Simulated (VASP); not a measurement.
Input of a VASP 6.6.1 run:

INCAR

```
SYSTEM = Mo
  PREC = Accurate
  ENCUT = 600
  EDIFF = 1E-7
  ISMEAR = 0
  SIGMA = 0.1
  LREAL = .False.
  LASPH = .True.
  NELM = 100
  ALGO = Normal
  ISIF = 3
  LWAVE = .False.
  LCHARG = .False.
  GGA = PE
  IBRION = 2
  NSW = 90
  EDIFFG = -0.04
```

KPOINTS

```
Automatic mesh
0
Gamma
  4 4 4
  0 0 0
```

File POSCAR:

```
Mo
1.0
    4.6176927028      0.0000000000      0.0000000000
    0.0000000000      4.6176927028      0.0000000000
    0.0000000000      0.0000000000      4.2095677931
Mo
5
Direct
    0.2500000000      0.2500000000      0.0462200000
    0.2500000000      0.7500000000      0.0462200000
    0.7500000000      0.2500000000      0.0462200000
    0.7500000000      0.7500000000      0.0462200000
    0.0000000000      0.0000000000      0.2371000000
```

Potentials or basis: VASP PAW PBE potentials, release 64 (Mo_sv).

Command:

```sh
$ cat potpaw_PBE.64/Mo_sv/POTCAR > POTCAR
$ mpirun -np 1 vasp_std > vasp.out
```

Predict the band gap on the k mesh.

none (metal or under the smearing width).

Estimate the space group after relaxing (to 0.05 Å).

P4/mmm (No. 123).

Estimate the relaxed cell.

a = 5.628 Å, b = 5.628 Å, c = 2.918 Å, α = 90.00°, β = 90.00°, γ = 90.00°.

Predict the relaxed volume.

18.48 Å³/atom.

Forces on the atoms (eV/Å):
```
Mo   0.004  0.004  0.009
Mo   0.004 -0.004  0.009
Mo  -0.004  0.004  0.009
Mo  -0.004 -0.004  0.009
Mo   0.000  0.000 -0.037
```

Caveat: the k mesh is coarse (spacing up to 0.37 Å⁻¹), so the values aren't converged.
